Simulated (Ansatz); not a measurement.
The cell is VBiO4 (I4_1/amd) from a database of computed structures; cell and atoms were relaxed with r2SCAN. It is tetragonal, I4_1/amd (No. 141); a = 7.304 Å, c = 6.441 Å in the conventional setting, 14.31 Å³ an atom. V has 4 O at 1.71 Å; Bi has 8 O at 2.39–2.51 Å; O has 1 V at 1.71 Å and 2 Bi at 2.39–2.51 Å.

4 runs of Ansatz 0.2.0 on this cell differ in the functional (and in the settings that go with it). Levels are in eV from each run's valence top; v1 is the last filled band, c1 the first empty one.

Run A, mean stress 0.0 GPa (compression positive):
```
point     v4     v3     v2     v1    c1    c2
    Γ  -1.04  -0.86  -0.86  -0.63  3.25  3.81
    X  -0.96  -0.96  -0.68  -0.68  3.44  3.44
    M  -1.14  -1.14  -0.77  -0.77  3.67  3.67
```

Run B, mean stress +4.2 GPa (compression positive):
```
point     v4     v3     v2     v1    c1    c2
    Γ  -0.89  -0.73  -0.73  -0.49  3.04  3.58
    X  -0.82  -0.82  -0.61  -0.61  3.21  3.21
    M  -1.00  -1.00  -0.76  -0.76  3.42  3.42
```

Run C, mean stress -1.9 GPa (compression positive):
```
point     v4     v3     v2     v1    c1    c2
    Γ  -1.31  -1.08  -1.08  -0.87  4.23  4.80
    X  -1.22  -1.22  -0.76  -0.76  4.39  4.39
    M  -1.37  -1.37  -0.83  -0.83  4.60  4.60
```

Run D, mean stress -2.0 GPa (compression positive):
```
point     v4     v3     v2     v1    c1    c2
    Γ  -1.36  -1.12  -1.12  -0.92  4.96  5.52
    X  -1.27  -1.27  -0.79  -0.79  5.12  5.12
    M  -1.41  -1.41  -0.85  -0.85  5.30  5.30
```

Question: Match the runs to PBE, r2SCAN, HSE06, PBE0.

Answer: A is r2SCAN, B is PBE, C is HSE06, D is PBE0. In order of the gap: PBE 2.60, r2SCAN 2.86, HSE06 3.74, PBE0 4.45 eV. The stress vanishes for r2SCAN, which relaxed the cell.

(Simulation; spin polarisation is off.)

Spin-orbit coupling is left out; in compounds of Pb, Bi, Tl or Hg it can lower a gap by up to about 1 eV, split its edges or invert the bands.

The program warns that its thresholds are loose for a hybrid's stress.

The meshes of the hybrids are coarse, so their gaps aren't converged to the digits shown.
